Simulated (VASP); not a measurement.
# C (P6_3mc) in VASP: notebook

The runs below take C through single point, with PBE+D3(BJ).

Everything below comes from runs of VASP 6.6.1. Logs are shortened: lines on timing, memory, paths and dates and some standing lists are left out, and cuts for length are marked.

**1. Starting point**

The structure is hexagonal, space group P6_3mc (No. 186). The conventional cell has a = 2.470 Å, b = 2.470 Å, c = 6.790 Å, α = 90.00°, β = 90.00°, γ = 120.00°. Around C (site symmetry 3m) lie 3 C at 1.43 Å. Around C (site symmetry 3m) lie 3 C at 1.43 Å.

This is a stacking variant of graphite.

**2. Single point, PBE+D3(BJ)**

Contents of INCAR:

```
PREC = Accurate
ENCUT = 520
EDIFF = 1E-6
ISMEAR = 0
SIGMA = 0.1
LREAL = F
LASPH = T
NELM = 100
ALGO = Fast
ISIF = 2
LWAVE = F
LCHARG = F
GGA = PE
IVDW = 12
NBANDS = 16
```

Contents of KPOINTS:

```
Automatic mesh
0
Gamma
  9 9 4
```

Contents of POSCAR:

```
C
1.0
    2.4700000000      0.0000000000      0.0000000000
   -1.2350000000      2.1390827473      0.0000000000
    0.0000000000      0.0000000000      6.7900000000
C
4
Direct
    0.0000000000      0.0000000000      0.0000000000
    0.0000000000      0.0000000000      0.5000000000
    0.3333333333      0.6666666667      0.0050000000
    0.6666666667      0.3333333333      0.5050000000
```

Potentials or basis: VASP PAW PBE potentials, release 64 (C).

Run with:

```
> cat potpaw_PBE.64/C/POTCAR > POTCAR
> mpirun -np 1 vasp_std > vasp.out
```

OUTCAR:

```text
PREC = Accurate
   ENCUT = 520
   EDIFF = 1E-6
   ISMEAR = 0
   LREAL = F
   LASPH = T
   NELM = 100
   ISIF = 2
   GGA = PE
   IVDW = 12
 IVDW          = 12

 ion  position               nearest neighbor table
   1  0.000  0.000  0.000-   3 1.43   3 1.43   3 1.43
   2  0.000  0.000  0.500-   4 1.43   4 1.43   4 1.43
   3  0.333  0.667  0.005-   1 1.43   1 1.43   1 1.43
   4  0.667  0.333  0.505-   2 1.43   2 1.43   2 1.43

  LATTYP: Found a hexagonal cell.
 ALAT       =     2.4700000000
 C/A-ratio  =     2.7489878543

  Lattice vectors:

 A1 = (   2.4700000000,   0.0000000000,   0.0000000000)
 A2 = (  -1.2350000000,   2.1390827473,   0.0000000000)
 A3 = (   0.0000000000,   0.0000000000,   6.7900000000)

Analysis of symmetry for initial positions (statically):
=====================================================================
 Subroutine PRICEL returns:
 Original cell was already a primitive cell.

 Routine SETGRP: Setting up the symmetry group for a
 hexagonal supercell.

 Subroutine GETGRP returns: Found 12 space group operations
 (whereof  6 operations were pure point group operations)
 out of a pool of 24 trial point group operations.

The static configuration has the point symmetry C_3v.
 The point group associated with its full space group is C_6v.

Analysis of symmetry for dynamics (positions and initial velocities):
=====================================================================
 Subroutine PRICEL returns:
 Original cell was already a primitive cell.

 Routine SETGRP: Setting up the symmetry group for a
 hexagonal supercell.

 Subroutine GETGRP returns: Found 12 space group operations
 (whereof  6 operations were pure point group operations)
 out of a pool of 24 trial point group operations.

The dynamic configuration has the point symmetry C_3v.
 The point group associated with its full space group is C_6v.

 Subroutine INISYM returns: Found 12 space group operations
 (whereof  6 operations are pure point group operations),
 and found     1 'primitive' translations

----------------------------------------------------------------------------------------

                                     Primitive cell

  volume of cell :      35.8752

  direct lattice vectors                    reciprocal lattice vectors
     2.470000000  0.000000000  0.000000000     0.404858300  0.233745048  0.000000000
    -1.235000000  2.139082747  0.000000000     0.000000000  0.467490097  0.000000000
     0.000000000  0.000000000  6.790000000     0.000000000  0.000000000  0.147275405

  length of vectors
     2.470000000  2.470000000  6.790000000     0.467490097  0.467490097  0.147275405

  position of ions in fractional coordinates (direct lattice)
     0.000000000  0.000000000  0.000000000
     0.000000000  0.000000000  0.500000000
     0.333333333  0.666666667  0.005000000
     0.666666667  0.333333333  0.505000000

  ion indices of the primitive-cell ions
   primitive index   ion index
                 1           1
                 2           2
                 3           3
                 4           4

----------------------------------------------------------------------------------------

 KPOINTS: Automatic mesh

Automatic generation of k-mesh.
 Grid dimensions read from file:
 generate k-points for:    9    9    4

 Generating k-lattice:

  Cartesian coordinates                     Fractional coordinates (reciprocal lattice)
     0.044984256  0.025971672  0.000000000     0.111111111 -0.000000000  0.000000000
     0.000000000  0.051943344  0.000000000     0.000000000  0.111111111  0.000000000
     0.000000000  0.000000000  0.036818851     0.000000000  0.000000000  0.250000000

  Length of vectors
     0.051943344  0.051943344  0.036818851

  Shift w.r.t. Gamma in fractional coordinates (k-lattice)
     0.000000000  0.000000000  0.000000000

 Subroutine IBZKPT returns following result:
 ===========================================

 Found     36 irreducible k-points:

 Following reciprocal coordinates:
            Coordinates               Weight
  0.000000  0.000000  0.000000      1.000000
  0.111111  0.000000  0.000000      6.000000
  0.222222  0.000000  0.000000      6.000000
  0.333333  0.000000  0.000000      6.000000
  0.444444  0.000000  0.000000      6.000000
  0.111111  0.111111  0.000000      6.000000
[... 16 lines left out ...]
  0.333333  0.222222  0.250000     24.000000
  0.333333  0.333333  0.250000      4.000000
 [... further k-points ...]
   k-points           NKPTS =     36   k-points in BZ     NKDIM =     36   number of bands    NBANDS=     16
   number of dos      NEDOS =    301   number of ions     NIONS =      4
   total plane-waves  NPLWV =  16200
   dimension x,y,z NGX =    18 NGY =   18 NGZ =   50
   dimension x,y,z NGXF=    36 NGYF=   36 NGZF=  100
   ions per type =               4
   NGX,Y,Z   is equivalent  to a cutoff of  12.12, 12.12, 12.24 a.u.
   NGXF,Y,Z  is equivalent  to a cutoff of  24.23, 24.23, 24.48 a.u.
 SYSTEM =  unknown system
   PREC   = accura    normal or accurate (medium, high low for compatibility)
   ISTART =      0    job   : 0-new  1-cont  2-samecut
   ICHARG =      2    charge: 1-file 2-atom 10-const
   ISPIN  =      1    spin polarized calculation?
   LNONCOLLINEAR =      F non collinear calculations
   LSORBIT =      F    spin-orbit coupling
   LASPH  =      T    aspherical Exc in radial PAW
   ENCUT  =  520.0 eV  38.22 Ry    6.18 a.u.   4.59  4.59 12.62*2*pi/ulx,y,z
   NELM   =    100;   NELMIN=  2; NELMDL= -5     # of ELM steps
   EDIFF  = 0.1E-05   stopping-criterion for ELM
   LREAL  =      F    real-space projection
   EDIFFG = 0.1E-04   stopping-criterion for IOM
   NSW    =      0    number of steps for IOM
   IBRION =     -1    ionic relax: 0-MD 1-quasi-New 2-CG
   NFREE  =      0    steps in history (QN), initial steepest desc. (CG)
   ISIF   =      2    stress and relaxation
   ISYM   =      2    0-nonsym 1-usesym 2-fastsym
   POTIM  = 0.5000    time-step for ionic-motion
   TEBEG  =    0.0;   TEEND  =   0.0 temperature during run
   PSTRESS=    0.0 pullay stress
   NELECT =      16.0000    total number of electrons
   NUPDOWN=      -1.0000    fix difference up-down
   EMIN   =  10.00;   EMAX   =-10.00  energy-range for DOS
   EFERMI =   0.00;   METHOD = LEGACY
   ISMEAR =     0;   SIGMA  =   0.10  broadening in eV -4-tet -1-fermi 0-gaus
   EFERMI_NEDOS =   21; number of points for ismear=-14 and -15
   IALGO  =     68    algorithm
   IMIX   =      4    mixing-type and parameters
     AMIX     =   0.40;   BMIX     =  1.00
     AMIX_MAG =   1.60;   BMIX_MAG =  1.00
  volume/ion in A,a.u.               =       8.97        60.52
  Fermi-wavevector in a.u.,A,eV,Ry     =   1.250787  2.363645 21.285884  1.564468
  Thomas-Fermi vector in A             =   2.384765
   LORBIT       =      0    0 simple, 1 ext, 2 COOP (PROOUT), +10 PAW based schemes
   GGA     = PE    functional components
   LHFCALC =     F    Hartree Fock is set to
   AEXX    =    0.0000 exact exchange contribution
   IVDW    =    12    specifies the selected vdW correction
   LEPSILON=     F    determine dielectric tensor
   LRPA    =     F    only Hartree local field effects (RPA)
 non-spin polarized calculation
 RMM-DIIS sequential band-by-band and
 Gauss-broadening in eV      SIGMA  =   0.10
  energy-cutoff  :      520.00
  volume of cell :       35.88
 maximum number of plane-waves:       986
   NGX =  9   NGY =  9   NGZ = 25

 number of electron      15.9999995 magnetization

 Free energy of the ion-electron system (eV)
  ---------------------------------------------------
  ext. energy  EPLUGINS =         0.00000000
  ---------------------------------------------------
  free energy    TOTEN  =       -36.81618873 eV

  energy without entropy =      -36.81273594  energy(sigma->0) =      -36.81446233

 E-fermi :   4.5307     XC(G=0): -10.2314

 val. band max:        4.5289628220   @ k =   0.3333   0.3333   0.5000
 cond. band min:       4.5311225901   @ k =   0.3333   0.3333   0.2500
 fundamental gap:      0.0021597681
 Fermi energy:         4.5307112422

 k-point     1 :       0.0000    0.0000    0.0000
  band No.  band energies     occupation
      1     -15.0517      2.00000
      2     -14.7769      2.00000
      3      -3.8861      2.00000
      4      -2.0275      2.00000
      5       1.5260      2.00000
      6       1.5260      2.00000
[... 8 lines left out ...]
     15      15.7720      0.00000
     16      16.0437      0.00000

 k-point     2 :       0.1111    0.0000    0.0000
  band No.  band energies     occupation
      1     -14.7584      2.00000
      2     -14.4887      2.00000
      3      -3.5312      2.00000
      4      -1.6954      2.00000
      5       0.4006      2.00000
      6       0.4392      2.00000
[... 8 lines left out ...]
     15      15.0588      0.00000
     16      15.1727      0.00000

 k-point     3 :       0.2222    0.0000    0.0000
  band No.  band energies     occupation
      1     -13.8846      2.00000
      2     -13.6296      2.00000
      3      -2.4845      2.00000
      4      -2.1646      2.00000
      5      -2.0826      2.00000
      6      -0.7187      2.00000
[... 8 lines left out ...]
     15      16.9765      0.00000
     16      17.0188      0.00000

 k-point     4 :       0.3333    0.0000    0.0000
  band No.  band energies     occupation
      1     -12.4519      2.00000
      2     -12.2207      2.00000
      3      -5.1080      2.00000
      4      -4.9866      2.00000
      5      -1.2194      2.00000
      6      -1.1722      2.00000
[... 8 lines left out ...]
     15      19.4690      0.00000
     16      20.6754      0.00000

 k-point     5 :       0.4444    0.0000    0.0000
  band No.  band energies     occupation
      1     -10.5367      2.00000
      2     -10.3445      2.00000
      3      -7.8549      2.00000
      4      -7.7037      2.00000
      5      -1.7804      2.00000
      6      -1.7308      2.00000
[... 8 lines left out ...]
     15      18.3380      0.00000
     16      20.0674      0.00000

 k-point     6 :       0.1111    0.1111    0.0000
  band No.  band energies     occupation
      1     -14.1749      2.00000
      2     -13.9150      2.00000
      3      -2.8286      2.00000
      4      -1.1677      2.00000
      5      -1.1169      2.00000
      6      -1.0262      2.00000
[... 8 lines left out ...]
     15      15.1004      0.00000
     16      15.6175      0.00000
[... 267 lines left out ...]
 k-point    21 :       0.4444    0.1111    0.2500
  band No.  band energies     occupation
      1      -9.5452      2.00000
      2      -9.4740      2.00000
      3      -8.4776      2.00000
      4      -8.4250      2.00000
      5      -2.7489      2.00000
      6      -2.6993      2.00000
[... 8 lines left out ...]
     15      17.7053      0.00000
     16      18.6246      0.00000

 k-point    22 :       0.2222    0.2222    0.2500
  band No.  band energies     occupation
      1     -11.5828      2.00000
      2     -11.4294      2.00000
      3      -5.1195      2.00000
      4      -5.0750      2.00000
      5      -3.5676      2.00000
      6      -3.5342      2.00000
[... 8 lines left out ...]
     15      16.6567      0.00000
     16      16.9385      0.00000

 k-point    23 :       0.3333    0.2222    0.2500
  band No.  band energies     occupation
      1      -9.7274      2.00000
      2      -9.6017      2.00000
      3      -7.2435      2.00000
      4      -7.1564      2.00000
      5      -4.5803      2.00000
      6      -4.5167      2.00000
[... 8 lines left out ...]
     15      17.1597      0.00000
     16      18.1008      0.00000

 k-point    24 :       0.3333    0.3333    0.2500
  band No.  band energies     occupation
      1      -8.0776      2.00000
      2      -8.0128      2.00000
      3      -8.0128      2.00000
      4      -7.9554      2.00000
      5      -5.9459      2.00000
      6      -5.9459      2.00000
[... 8 lines left out ...]
     15      17.9369      0.00000
     16      18.9777      0.00000

 [... further k-points ...]

------------------------ aborting loop because EDIFF is reached ----------------------------------------

 Edisp (eV)   -0.61615

 E8    (eV) :    -0.1743

  FORCE on cell =-STRESS in cart. coord.  units (eV):
  Direction    XX          YY          ZZ          XY          YZ          ZX
  --------------------------------------------------------------------------------------
  -------------------------------------------------------------------------------------
  Total      -0.39078    -0.39078    -0.15071     0.00000     0.00000     0.00000
  in kB     -17.45227   -17.45227    -6.73052     0.00000     0.00000     0.00000
  external pressure =      -13.88 kB  Pullay stress =        0.00 kB

 VOLUME and BASIS-vectors are now :
 -----------------------------------------------------------------------------
  energy-cutoff  :      520.00
  volume of cell :       35.88
      direct lattice vectors                 reciprocal lattice vectors
     2.470000000  0.000000000  0.000000000     0.404858300  0.233745048  0.000000000
    -1.235000000  2.139082747  0.000000000     0.000000000  0.467490097  0.000000000
     0.000000000  0.000000000  6.790000000     0.000000000  0.000000000  0.147275405

 POSITION                                       TOTAL-FORCE (eV/Angst)
 -----------------------------------------------------------------------------------
      0.00000      0.00000      0.00000        -0.000000      0.000000      0.565489
      0.00000      0.00000      3.39500         0.000000     -0.000000      0.565489
     -0.00000      1.42606      0.03395        -0.000000      0.000000     -0.565489
      1.23500      0.71303      3.42895         0.000000      0.000000     -0.565489
 -----------------------------------------------------------------------------------
    total drift:                               -0.000000     -0.000000     -0.000015

  FREE ENERGIE OF THE ION-ELECTRON SYSTEM (eV)
  ---------------------------------------------------
  free  energy   TOTEN  =       -37.4323379222 eV

  energy  without entropy=      -37.4288851247  energy(sigma->0) =      -37.43061152
```

It took 14 s on 1 thread of Intel Xeon Platinum 8488C (Sapphire Rapids), shared host; peak memory 0.15 GiB.

Results:

| Property | Result |
| --- | --- |
| Free energy | -37.4323 eV |
| Pressure | -1.4 GPa |
| Largest force | 0.565 eV/Å |
| Band gap on the k mesh | none (metal or under the smearing width) |
| Dispersion energy per atom | -0.154 eV |

Forces in eV/Å, atoms in the order of the input:
```
C    0.000  0.000  0.565
C    0.000  0.000  0.565
C    0.000  0.000 -0.565
C    0.000  0.000 -0.565
```

Stress tensor (GPa, compression positive):
```
-1.75  0.00  0.00
 0.00 -1.75  0.00
 0.00  0.00 -0.67
```

Levels at points of the mesh, in eV from the Fermi level:
| k point | band 4 | band 5 | band 6 | band 7 | band 8 | band 9 | band 10 | band 11 | band 12 | band 13 |
| --- | --- | --- | --- | --- | --- | --- | --- | --- | --- | --- |
| (0.00, 0.00, 0.00) | -6.56 | -3.00 | -3.00 | -2.99 | -2.99 | 4.19 | 8.29 | 8.29 | 8.34 | 8.34 |
| (0.00, 0.00, 0.50) | -7.58 | -3.00 | -3.00 | -3.00 | -3.00 | 6.74 | 6.74 | 8.31 | 8.31 | 8.31 |

**3. Single point, PBE+D3(BJ)**

This run uses another cell than the first one: it holds 6 atoms, not 4.

Contents of INCAR:

```
SYSTEM = C
PREC = Accurate
ENCUT = 520
EDIFF = 1E-6
ISMEAR = 0
SIGMA = 0.1
LREAL = .False.
LASPH = .True.
NELM = 80
ALGO = Fast
ISIF = 2
LWAVE = .False.
LCHARG = .False.
LDIPOL = .True.
IDIPOL = 3
DIPOL = 0.5 0.5 0.500
GGA = PE
IVDW = 12
NBANDS = 21
```

Contents of KPOINTS:

```
Automatic mesh
0
Gamma
  9 9 1
  0 0 0
```

Contents of POSCAR:

```
C
1.0
    2.4651656475      0.0000000000      0.0000000000
   -1.2325828237      2.1348960752      0.0000000000
    0.0000000000      0.0000000000     39.4810792268
C
6
Direct
    0.0000000000      0.0000000000      0.4141009930
    0.6666666667      0.3333333333      0.4140901831
    0.0000000000      0.0000000000      0.5000000000
    0.3333333333      0.6666666667      0.5000000000
    0.0000000000      0.0000000000      0.5858990070
    0.6666666667      0.3333333333      0.5859098169
```

Potentials or basis: VASP PAW PBE potentials, release 64 (C).

Run with:

```
> cat potpaw_PBE.64/C/POTCAR > POTCAR
> mpirun -np 1 vasp_std > vasp.out
```

Run time: 69 s. Hardware: 1 thread of Intel Xeon Platinum 8488C (Sapphire Rapids), shared host; peak memory 0.3 GiB.

Results (log left out):

```
Free energy                : -56.0584 eV
Largest force              : 0.010 eV/Å
Band gap on the k mesh     : 0.00 eV, direct
Dispersion energy per atom : -0.130 eV
```

Forces in eV/Å, atoms in the order of the input:
```
C    0.000  0.000  0.010
C    0.000  0.000 -0.002
C    0.000  0.000  0.000
C    0.000  0.000  0.000
C    0.000  0.000 -0.010
C    0.000  0.000  0.002
```

Levels at points of the mesh, in eV from the valence-band top:
```csv
k point,band 10,band 11,band 12,band 13,band 14,band 15
"(0.00, 0.00, 0.00)",-3.02,-3.00,-3.00,3.50,3.68,4.27
```
